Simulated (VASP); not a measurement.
# CdF2: structure and properties in VASP, part 4 of 6

What structure does CdF2 take at this level, and what are its properties? The cell is invented: it takes the structure of COD entry 9009027, PbF2 (space group 225 there), with some of its atoms replaced by other elements, volume scaled by an estimate. It may not be a known or stable phase.

VASP 6.6.1; PBEsol; plane waves and PAW (Cd, F); invented cell.

So far, gap on the k-mesh (eV): step 2 (rough relaxation of the start cell) 2.97; step 3 (relaxing cell and atoms (PBEsol)) 2.91; step 4 (single point with fields (PBEsol)) 2.91; step 6 (total and projected DOS (PBEsol)) 2.90. The relaxed cell has a = 5.397 Å (conventional setting).

## (7) Vibrations at Γ (PBEsol)

Zone-centre modes test whether the atoms sit at a minimum within this cell. IBRION = 8 takes the force constants from linear response, which needs tightly converged orbitals.

INCAR reads:

```
SYSTEM = CdF2
PREC = Accurate
ENCUT = 520
EDIFF = 1E-08
NELM = 100
ISMEAR = -1
SIGMA = 0.05
LREAL = .FALSE.
ALGO = Normal
GGA = PS
NBANDS = 19
LORBIT = 11
LWAVE = .FALSE.
LCHARG = .FALSE.
IBRION = 8
LEPSILON = .TRUE.
ISIF = 2
```

POSCAR reads:

```
CdF2
1.0
    0.0000000000      2.6987359264      2.6987359264
    2.6987359264      0.0000000000      2.6987359264
    2.6987359264      2.6987359264      0.0000000000
Cd F
1 2
Direct
    0.0000000000      0.0000000000      0.0000000000
    0.2500000000      0.2500000000      0.2500000000
    0.7500000000      0.7500000000      0.7500000000
```

KPOINTS reads:

```
Automatic mesh
0
Gamma
9 9 9
0 0 0
```

The projector-augmented-wave data sets are Cd and F (PBE family, release 64).

Started as:

```bash
> mpirun -np 1 vasp_std
```

The log of the run:

```text
[... set-up lines as in an earlier step ...]
 entering main loop
       N       E                     dE             d eps       ncg     rms          rms(c)
[... 13 cycles as in an earlier step ...]
DAV:  14    -0.115937505398E+02   -0.43546E-07   -0.38219E-07  1441   0.756E-03    0.220E-03
DAV:  15    -0.115937505267E+02    0.13171E-07   -0.15959E-07  1408   0.344E-03    0.101E-03
DAV:  16    -0.115937505414E+02   -0.14714E-07   -0.45532E-09  1122   0.888E-04    0.196E-04
DAV:  17    -0.115937505442E+02   -0.28276E-08   -0.30135E-10   710   0.256E-04
   1 F= -.11593751E+02 E0= -.11593751E+02  d E =-.858727E-10
 Linear response reoptimize wavefunctions to high precision
DAV:   1    -0.115937505450E+02   -0.82946E-09   -0.75008E-11   770   0.788E-05
DAV:   2    -0.115937505451E+02   -0.38199E-10   -0.42491E-12   683   0.181E-05
 Linear response G [H, r] |phi>, progress :
  Direction:   1
       N       E                     dE             d eps       ncg     rms
RMM:   1    -0.107018801361E+03   -0.10702E+03    0.48432E+01  2594   0.878E+01
RMM:   2    -0.105812387973E+03    0.12064E+01   -0.37098E+00  2097   0.170E+01
RMM:   3    -0.105817445646E+03   -0.50577E-02   -0.14044E-02  2249   0.997E-01
RMM:   4    -0.105817484733E+03   -0.39087E-04   -0.93466E-05  2386   0.709E-02
RMM:   5    -0.105817485164E+03   -0.43172E-06   -0.37787E-07  2436   0.611E-03
RMM:   6    -0.105817485192E+03   -0.27764E-07    0.93624E-08  2448   0.912E-04
RMM:   7    -0.105817485227E+03   -0.34490E-07   -0.37570E-07  1666   0.435E-04
RMM:   8    -0.105817485235E+03   -0.84257E-08    0.26415E-04  1412   0.405E-04
RMM:   9    -0.105817485224E+03    0.11216E-07    0.26242E-04  1395   0.394E-04
RMM:  10    -0.105817485229E+03   -0.56146E-08    0.24461E-04  1386   0.403E-04
 Linear response G [H, r] |phi>, progress :
  Direction:   2
       N       E                     dE             d eps       ncg     rms
RMM:   1    -0.106077891248E+03   -0.10608E+03    0.42289E+01  2561   0.861E+01
RMM:   2    -0.104346156444E+03    0.17317E+01   -0.34081E+00  2096   0.164E+01
RMM:   3    -0.104351776556E+03   -0.56201E-02   -0.12710E-02  2249   0.954E-01
RMM:   4    -0.104351808237E+03   -0.31682E-04   -0.74787E-05  2379   0.672E-02
RMM:   5    -0.104351808545E+03   -0.30825E-06    0.32470E-06  2425   0.577E-03
RMM:   6    -0.104351808826E+03   -0.28044E-06    0.92930E-07  2448   0.875E-04
RMM:   7    -0.104351808894E+03   -0.67921E-07    0.15144E-04  1704   0.434E-04
RMM:   8    -0.104351808808E+03    0.85571E-07    0.18870E-04  1497   0.405E-04
RMM:   9    -0.104351808839E+03   -0.30515E-07    0.14633E-04  1465   0.404E-04
RMM:  10    -0.104351808844E+03   -0.52551E-08    0.15172E-04  1452   0.403E-04
 Linear response G [H, r] |phi>, progress :
  Direction:   3
       N       E                     dE             d eps       ncg     rms
RMM:   1    -0.102415569780E+03   -0.10242E+03    0.10250E+02  2571   0.890E+01
RMM:   2    -0.102585466241E+03   -0.16990E+00   -0.37788E+00  2025   0.168E+01
RMM:   3    -0.102591531960E+03   -0.60657E-02   -0.14344E-02  2256   0.984E-01
RMM:   4    -0.102591553651E+03   -0.21691E-04   -0.79407E-05  2319   0.673E-02
RMM:   5    -0.102591553624E+03    0.27383E-07    0.45513E-06  2360   0.585E-03
RMM:   6    -0.102591554192E+03   -0.56882E-06   -0.20720E-07  2298   0.781E-04
RMM:   7    -0.102591554153E+03    0.39092E-07   -0.15370E-05  1516   0.273E-04
RMM:   8    -0.102591554052E+03    0.10083E-06   -0.98375E-07  1245   0.237E-04
RMM:   9    -0.102591554068E+03   -0.15928E-07    0.10160E-06  1214   0.240E-04
RMM:  10    -0.102591554082E+03   -0.13709E-07   -0.16223E-06  1167   0.237E-04
RMM:  11    -0.102591554085E+03   -0.30984E-08    0.80741E-07  1132   0.241E-04
 Linear response to external field (no local field effect), progress :
  Direction:   1
       N       E                     dE             d eps       ncg     rms          rms(c)
RMM:   1    -0.227806667202E+00   -0.22781E+00   -0.76181E-01  2606   0.259E+00
RMM:   2    -0.236625137043E+00   -0.88185E-02   -0.36846E-03  2055   0.421E-01
RMM:   3    -0.236638994860E+00   -0.13858E-04   -0.17244E-05  2179   0.298E-02
RMM:   4    -0.236639103120E+00   -0.10826E-06   -0.11337E-07  2190   0.221E-03
RMM:   5    -0.236639103573E+00   -0.45275E-09   -0.12912E-09  1871   0.198E-04
 change of polarisation eV/A/(eV/A) component  1 :     0.473     0.056     0.037
 dielectric tensor                  component  1 :     3.179     0.260     0.169
 Linear response to external field (no local field effect), progress :
  Direction:   2
       N       E                     dE             d eps       ncg     rms          rms(c)
RMM:   1    -0.208395939154E+00   -0.20840E+00   -0.66114E-01  2635   0.254E+00
RMM:   2    -0.215800936768E+00   -0.74050E-02   -0.30306E-03  2059   0.379E-01
RMM:   3    -0.215811378718E+00   -0.10442E-04   -0.14125E-05  2174   0.273E-02
RMM:   4    -0.215811442987E+00   -0.64269E-07   -0.91201E-08  2188   0.201E-03
RMM:   5    -0.215811443171E+00   -0.18383E-09   -0.98078E-10  1856   0.177E-04
 change of polarisation eV/A/(eV/A) component  2 :     0.056     0.432    -0.052
 dielectric tensor                  component  2 :     0.260     2.987    -0.237
 Linear response to external field (no local field effect), progress :
  Direction:   3
       N       E                     dE             d eps       ncg     rms          rms(c)
RMM:   1    -0.172091890609E+00   -0.17209E+00   -0.48051E-01  2493   0.235E+00
RMM:   2    -0.178461867589E+00   -0.63700E-02   -0.31884E-03  2054   0.390E-01
RMM:   3    -0.178475735183E+00   -0.13868E-04   -0.18128E-05  2155   0.289E-02
RMM:   4    -0.178475847612E+00   -0.11243E-06   -0.12143E-07  2173   0.214E-03
RMM:   5    -0.178475848393E+00   -0.78107E-09   -0.15756E-09  1729   0.197E-04
 change of polarisation eV/A/(eV/A) component  3 :     0.037    -0.052     0.357
 dielectric tensor                  component  3 :     0.169    -0.237     2.643
 Linear response to external field, progress :
  Direction:   1
       N       E                     dE             d eps       ncg     rms          rms(c)
RMM:   1    -0.202815408974E+00   -0.20282E+00   -0.63499E-01  5469   0.249E+00
RMM:   2    -0.210295159054E+00   -0.74798E-02   -0.32865E-03  4381   0.395E-01    0.693E-01
RMM:   3    -0.206506710789E+00    0.37884E-02   -0.23488E-03  4112   0.378E-01    0.393E-01
RMM:   4    -0.212549799259E+00   -0.60431E-02   -0.39263E-03  4219   0.504E-01    0.513E-02
RMM:   5    -0.214012327442E+00   -0.14625E-02   -0.12759E-04  4410   0.940E-02    0.880E-03
RMM:   6    -0.214145286215E+00   -0.13296E-03   -0.18991E-06  4282   0.108E-02    0.368E-03
RMM:   7    -0.214225742130E+00   -0.80456E-04   -0.89903E-07  4289   0.646E-03    0.527E-04
RMM:   8    -0.214229872523E+00   -0.41304E-05   -0.21036E-08  4292   0.126E-03    0.280E-04
RMM:   9    -0.214227480145E+00    0.23924E-05   -0.93088E-09  4234   0.468E-04    0.397E-05
RMM:  10    -0.214227408043E+00    0.72102E-07   -0.53922E-10  3527   0.104E-04    0.198E-05
RMM:  11    -0.214227265761E+00    0.14228E-06   -0.25574E-10  1712   0.332E-05    0.718E-06
 change of polarisation eV/A/(eV/A) component  1 :     0.405     0.037     0.014
 dielectric tensor                  component  1 :     2.865     0.169     0.063
 Linear response to external field, progress :
  Direction:   2
       N       E                     dE             d eps       ncg     rms          rms(c)
RMM:   1    -0.202748529888E+00   -0.20275E+00   -0.63432E-01  5492   0.250E+00
RMM:   2    -0.210296215197E+00   -0.75477E-02   -0.33095E-03  4386   0.397E-01    0.693E-01
RMM:   3    -0.206507122036E+00    0.37891E-02   -0.23482E-03  4129   0.378E-01    0.393E-01
RMM:   4    -0.212549987576E+00   -0.60429E-02   -0.39249E-03  4228   0.504E-01    0.513E-02
RMM:   5    -0.214011131801E+00   -0.14611E-02   -0.12754E-04  4432   0.940E-02    0.880E-03
RMM:   6    -0.214145858590E+00   -0.13473E-03   -0.18460E-06  4292   0.108E-02    0.369E-03
RMM:   7    -0.214225753998E+00   -0.79895E-04   -0.92163E-07  4313   0.645E-03    0.526E-04
RMM:   8    -0.214229753972E+00   -0.40000E-05   -0.12835E-08  4314   0.122E-03    0.277E-04
RMM:   9    -0.214227572237E+00    0.21817E-05   -0.12935E-08  4245   0.475E-04    0.396E-05
RMM:  10    -0.214227420544E+00    0.15169E-06    0.37643E-10  3507   0.103E-04    0.226E-05
RMM:  11    -0.214227317263E+00    0.10328E-06   -0.78848E-11  1838   0.403E-05    0.723E-06
 change of polarisation eV/A/(eV/A) component  2 :     0.021     0.405    -0.013
 dielectric tensor                  component  2 :     0.096     2.865    -0.058
 Linear response to external field, progress :
  Direction:   3
       N       E                     dE             d eps       ncg     rms          rms(c)
RMM:   1    -0.202730590768E+00   -0.20273E+00   -0.63414E-01  5491   0.250E+00
RMM:   2    -0.210296596760E+00   -0.75660E-02   -0.33079E-03  4387   0.397E-01    0.693E-01
RMM:   3    -0.206507131804E+00    0.37895E-02   -0.23479E-03  4128   0.378E-01    0.393E-01
RMM:   4    -0.212550024957E+00   -0.60429E-02   -0.39248E-03  4228   0.504E-01    0.513E-02
RMM:   5    -0.214010977693E+00   -0.14610E-02   -0.12754E-04  4434   0.940E-02    0.880E-03
RMM:   6    -0.214145918080E+00   -0.13494E-03   -0.18363E-06  4296   0.108E-02    0.369E-03
RMM:   7    -0.214225746863E+00   -0.79829E-04   -0.92586E-07  4304   0.645E-03    0.526E-04
RMM:   8    -0.214229720715E+00   -0.39739E-05   -0.11422E-08  4312   0.121E-03    0.277E-04
RMM:   9    -0.214227582669E+00    0.21380E-05   -0.13692E-08  4263   0.478E-04    0.397E-05
RMM:  10    -0.214227417205E+00    0.16546E-06   -0.94633E-11  3497   0.104E-04    0.232E-05
RMM:  11    -0.214227317830E+00    0.99375E-07   -0.47676E-11  1862   0.415E-05    0.722E-06
 change of polarisation eV/A/(eV/A) component  3 :    -0.002     0.010     0.405
 dielectric tensor                  component  3 :    -0.010     0.048     2.865
 Linear response DOF=           2
 Linear response progress:
  Degree of freedom:   1/  2
       N       E                     dE             d eps       ncg     rms          rms(c)
RMM:   1    -0.437954129455E+00   -0.43795E+00   -0.23925E-01  4604   0.322E+00
RMM:   2    -0.434635669397E+00    0.33185E-02   -0.58064E-03  4385   0.534E-01    0.126E-01
RMM:   3    -0.433646723560E+00    0.98895E-03   -0.27213E-04  4583   0.106E-01    0.620E-02
RMM:   4    -0.432806677886E+00    0.84005E-03   -0.12241E-04  4586   0.765E-02    0.150E-02
RMM:   5    -0.432602790784E+00    0.20389E-03   -0.43268E-06  4172   0.176E-02    0.441E-03
RMM:   6    -0.432623376406E+00   -0.20586E-04   -0.62972E-07  4578   0.540E-03    0.882E-04
RMM:   7    -0.432626891955E+00   -0.35155E-05   -0.27793E-08  4402   0.125E-03    0.381E-04
RMM:   8    -0.432625499955E+00    0.13920E-05   -0.49152E-09  4736   0.482E-04    0.623E-05
RMM:   9    -0.432625391378E+00    0.10858E-06   -0.13715E-10  4599   0.145E-04    0.112E-05
RMM:  10    -0.432625385482E+00    0.58961E-08    0.27554E-10  4769   0.242E-05    0.334E-06
 first order change of Fermi-energy   0.15449E-02
 force on displaced ion       1 direction 1 :  -5.221   0.000   0.000
 Born effective charge ion    1 direction 1 :   2.439   0.000   0.000
 Linear response progress:
  Degree of freedom:   2/  2
       N       E                     dE             d eps       ncg     rms          rms(c)
RMM:   1    -0.531630303509E+00   -0.53163E+00    0.67882E-01  9016   0.473E+00
RMM:   3    -0.531075029731E+00   -0.10744E-02   -0.21806E-04  6605   0.113E-01    0.718E-02
RMM:   4    -0.532430039574E+00   -0.13550E-02   -0.14671E-04  6664   0.847E-02    0.107E-02
RMM:   5    -0.532438256447E+00   -0.82169E-05   -0.29754E-06  7548   0.145E-02    0.257E-03
RMM:   6    -0.532400460121E+00    0.37796E-04   -0.79150E-08  6658   0.237E-03    0.850E-04
RMM:   7    -0.532399345173E+00    0.11149E-05   -0.14500E-08  7562   0.952E-04    0.117E-04
RMM:   8    -0.532400343943E+00   -0.99877E-06   -0.27739E-09  7441   0.154E-04    0.590E-05
RMM:   9    -0.532399937885E+00    0.40606E-06    0.52115E-10  7557   0.116E-04    0.212E-05
RMM:  10    -0.532399666072E+00    0.27181E-06   -0.37555E-10  7322   0.339E-05    0.592E-06
RMM:  11    -0.532399642337E+00    0.23735E-07   -0.24032E-10  7557   0.220E-05    0.989E-07
RMM:  12    -0.532399632808E+00    0.95292E-08   -0.16878E-10  5509   0.931E-06    0.576E-07
 first order change of Fermi-energy   0.86587E-04
 force on displaced ion       2 direction 1 :  -4.426   0.000   0.000
 Born effective charge ion    2 direction 1 :  -1.220   0.000   0.000
 Born effective charges drift removed
 Linear response finished
```

Wall time 8.1 min (1 MPI rank of AMD EPYC 7R43, shared host); peak memory 0.31 GiB.

OUTCAR, selected parts (step 7):

```text
   NELECT =      26.0000    total number of electrons

  Total       -0.0199809     -0.0199809     -0.0199809      0.0000000      0.0000000      0.0000000
  in kB       -0.8143577     -0.8143577     -0.8143577      0.0000000      0.0000000      0.0000000
  external PRESSURE =      -0.8143577 kB  Pullay stress =       0.0000000 kB

 POSITION                                       TOTAL-FORCE (eV/Angst)
 -----------------------------------------------------------------------------------
      0.00000      0.00000      0.00000        -0.000000      0.000000     -0.000000
      1.34937      1.34937      1.34937         0.000000      0.000000      0.000000
      4.04810      4.04810      4.04810        -0.000000     -0.000000     -0.000000
 -----------------------------------------------------------------------------------
    total drift:                                0.000000      0.000000      0.000000

 MACROSCOPIC STATIC DIELECTRIC TENSOR (including local field effects in DFT)
 ------------------------------------------------------
           2.864971    -0.000000    -0.000000
          -0.000000     2.864971    -0.000000
           0.000000     0.000000     2.864971
 ------------------------------------------------------

 PIEZOELECTRIC TENSOR (including local field effects)  for field in x, y, z        (C/m^2)
          XX          YY          ZZ          XY          YZ          ZX
  --------------------------------------------------------------------------------
  x     0.00000     0.00000     0.00000     0.00000     0.00000     0.00000
  y     0.00000     0.00000     0.00000     0.00000     0.00000     0.00000
  z     0.00000     0.00000     0.00000     0.00000     0.00000     0.00000

 BORN EFFECTIVE CHARGES (including local field effects) (in |e|, cummulative output)
 ---------------------------------------------------------------------------------
 ion    1
    1     2.43929     0.00000     0.00000
    2     0.00000     2.43929     0.00000
    3     0.00000     0.00000     2.43929
 ion    2
    1    -1.21964     0.00000     0.00000
    2     0.00000    -1.21964     0.00000
    3     0.00000     0.00000    -1.21964
 ion    3
    1    -1.21964     0.00000     0.00000
    2     0.00000    -1.21964     0.00000
    3     0.00000     0.00000    -1.21964

 Eigenvectors and eigenvalues of the dynamical matrix
 ----------------------------------------------------

   1 f  =    9.003038 THz    56.567757 2PiTHz  300.309029 cm-1    37.233557 meV
             X         Y         Z           dx          dy          dz
      0.000000  0.000000  0.000000     0.000000    0.000000   -0.000000
      1.349368  1.349368  1.349368     0.486184    0.513356   -0.009548
      4.048104  4.048104  4.048104    -0.486184   -0.513356    0.009548

   2 f  =    9.003038 THz    56.567757 2PiTHz  300.309029 cm-1    37.233557 meV
             X         Y         Z           dx          dy          dz
      0.000000  0.000000  0.000000    -0.000000    0.000000   -0.000000
      1.349368  1.349368  1.349368    -0.513381    0.486246    0.002069
      4.048104  4.048104  4.048104     0.513381   -0.486246   -0.002069

   3 f  =    9.003038 THz    56.567757 2PiTHz  300.309029 cm-1    37.233557 meV
             X         Y         Z           dx          dy          dz
      0.000000  0.000000  0.000000    -0.000000    0.000000    0.000000
      1.349368  1.349368  1.349368    -0.008068   -0.005509   -0.707039
      4.048104  4.048104  4.048104     0.008068    0.005509    0.707039

   4 f  =    6.646424 THz    41.760716 2PiTHz  221.700852 cm-1    27.487390 meV
             X         Y         Z           dx          dy          dz
      0.000000  0.000000  0.000000    -0.079491    0.487650   -0.113368
      1.349368  1.349368  1.349368     0.095578   -0.586342    0.136312
      4.048104  4.048104  4.048104     0.095578   -0.586342    0.136312

   5 f  =    6.646424 THz    41.760716 2PiTHz  221.700852 cm-1    27.487390 meV
             X         Y         Z           dx          dy          dz
      0.000000  0.000000  0.000000    -0.095487   -0.127448   -0.481262
      1.349368  1.349368  1.349368     0.114812    0.153242    0.578661
      4.048104  4.048104  4.048104     0.114812    0.153242    0.578661

   6 f  =    6.646424 THz    41.760716 2PiTHz  221.700852 cm-1    27.487390 meV
             X         Y         Z           dx          dy          dz
      0.000000  0.000000  0.000000     0.491464    0.054112   -0.111841
      1.349368  1.349368  1.349368    -0.590928   -0.065063    0.134476
      4.048104  4.048104  4.048104    -0.590928   -0.065063    0.134476

   7 f/i=    0.033195 THz     0.208568 2PiTHz    1.107251 cm-1     0.137282 meV
             X         Y         Z           dx          dy          dz
      0.000000  0.000000  0.000000    -0.428208    0.744097    0.077349
      1.349368  1.349368  1.349368    -0.178067    0.309426    0.032165
      4.048104  4.048104  4.048104    -0.178067    0.309426    0.032165

   8 f/i=    0.033195 THz     0.208568 2PiTHz    1.107251 cm-1     0.137282 meV
             X         Y         Z           dx          dy          dz
      0.000000  0.000000  0.000000     0.045381   -0.063124    0.858477
      1.349368  1.349368  1.349368     0.018871   -0.026249    0.356990
      4.048104  4.048104  4.048104     0.018871   -0.026249    0.356990

   9 f/i=    0.033195 THz     0.208568 2PiTHz    1.107251 cm-1     0.137282 meV
             X         Y         Z           dx          dy          dz
      0.000000  0.000000  0.000000    -0.746729   -0.430535    0.007817
      1.349368  1.349368  1.349368    -0.310521   -0.179034    0.003251
      4.048104  4.048104  4.048104    -0.310521   -0.179034    0.003251

 MACROSCOPIC STATIC DIELECTRIC TENSOR IONIC CONTRIBUTION
 ------------------------------------------------------
           5.285661    -0.000000     0.000000
          -0.000000     5.285661     0.000000
          -0.000000     0.000000     5.285661
 ------------------------------------------------------

 ELASTIC MODULI CONTR FROM IONIC RELAXATION (kBar)
 Direction    XX          YY          ZZ          XY          YZ          ZX
 --------------------------------------------------------------------------------
 XX          -0.0000      0.0000      0.0000      0.0000      0.0000      0.0000
 YY           0.0000     -0.0000     -0.0000      0.0000     -0.0000      0.0000
 ZZ           0.0000     -0.0000     -0.0000      0.0000     -0.0000      0.0000
 XY           0.0000      0.0000      0.0000    -51.1660      0.0000     -0.0000
 YZ           0.0000     -0.0000     -0.0000      0.0000    -51.1660     -0.0000
 ZX           0.0000      0.0000      0.0000     -0.0000     -0.0000    -51.1660
 --------------------------------------------------------------------------------

 PIEZOELECTRIC TENSOR IONIC CONTR  for field in x, y, z        (C/m^2)
          XX          YY          ZZ          XY          YZ          ZX
  --------------------------------------------------------------------------------
  x     0.00000    -0.00000    -0.00000     0.00000    -0.00000    -0.00000
  y    -0.00000    -0.00000    -0.00000    -0.00000     0.00000     0.00000
  z     0.00000    -0.00000     0.00000     0.00000    -0.00000    -0.00000

[... 8 parts as in an earlier step ...]

[... 3 further parts left out ...]
```

Energies printed during the response cycles are not total energies of the cell.

Numbers from this step:

```yaml
bands: 19
irreducible_k_points: 35
pressure_of_the_cell: -0.08144 GPa
largest_force_of_the_cell: 0 eV/Å
fermi_energy: -0.4268 eV
valence_top_at_k: -0.3333, 0.4444, 0.2222
gap_on_the_k_mesh: 2.914 eV
```

Electronic dielectric tensor with local fields:

```
2.86 0.00 0.00
0.00 2.86 0.00
0.00 0.00 2.86
```

Ionic part of the static dielectric tensor:

```
5.29 0.00 0.00
0.00 5.29 0.00
0.00 0.00 5.29
```

Born effective charge (e), principal values of the symmetric part by kind of site:

| atom | atoms with these values | low | middle | high | mean |
| --- | --- | --- | --- | --- | --- |
| Cd1 | 1 | 2.44 | 2.44 | 2.44 | 2.44 |
| F2 | 2 | -1.22 | -1.22 | -1.22 | -1.22 |

In full for F2:

```
-1.22  0.00  0.00
 0.00 -1.22  0.00
 0.00  0.00 -1.22
```

Lines of the infrared spectrum (strongest = 100):

| position (cm⁻¹) | lines merged | squared mode dipole, relative |
| --- | --- | --- |
| 222 | 3 | 100 |
| 300 | 3 | 0.0 |

[end of part 4 of 6]

[Lines on the potential files, build, host, timing and source positions are cut from VASP's logs without a mark.]

[Logs are printed without paths, hosts, clocks, repeated set-up lines and the standing remarks that a program may print on its own settings, such as how far it seeks lower states.]

[Hosts, paths, dates, database ids (printed as entryN), source tags and the programs' standing remarks are cut or masked in the printed files.]

[A measured line is paired with the nearest computed mode of its activity, which favours agreement.]
